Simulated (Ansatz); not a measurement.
An Ansatz input (plane waves, PAW) for Ag₂O that has something wrong with it:

```yaml
crystal:
  lattice:
    - [4.7563710627, 0.0, 0.0]
    - [0.0, 4.7563710627, 0.0]
    - [0.0, 0.0, 4.7563710627]
  atoms:
    - { symbol: Ag, position: [0.75, 0.75, 0.75] }
    - { symbol: Ag, position: [0.75, 0.25, 0.25] }
    - { symbol: Ag, position: [0.25, 0.25, 0.75] }
    - { symbol: Ag, position: [0.25, 0.75, 0.25] }
    - { symbol: O, position: [0.0, 0.0, 0.0] }
    - { symbol: O, position: [0.5, 0.5, 0.5] }
basis:
  ecutwfc: 500
  ecutrho_ratio: 4
kpoints:
  mp_grid: { grid: [6, 6, 6] }
hamiltonian:
  xc: r2scan
scf:
  max_iter: 60
output:
  forces: true
  stress: true
```

Launched as:
```sh
ansatz run input.yaml --threads 4 --pin off --max-ram 7168MiB --backend cpu --events-out ev --progress --plain --runs-dir out
```

Question: What is wrong with it?

Answer: No occupation method. Against the sound input: scf.occupations: {"method": "gaussian", "width": 0.05} → null (the cap on iterations is only a precaution).

What the program printed:

```
Error: YAML parse error: `scf.occupations.method` is required: fixed only where the cell keeps a band gap throughout the run, explicit beside scf.occupations.values (under evaluate: without them), else a smearing such as fermi_dirac (scf.occupations.width is optional; its entry in the input reference gives the default)
```

The input was refused before any iteration. Run time: 0.02 s on 4 threads of Arm Neoverse V2, on a shared host, peak memory 0.022 GiB. The run before the change (r²SCAN, 500 eV, 6×6×6 mesh) gave:

| run | P (GPa) | gap on the mesh (eV) | cell moment (μB) | largest force component (eV/Å) |
| --- | --- | --- | --- | --- |
| sound | 0.0 | 0.24 | – | 0.000 |

The chain of runs began from a cell as deposited in COD, expanded in volume.
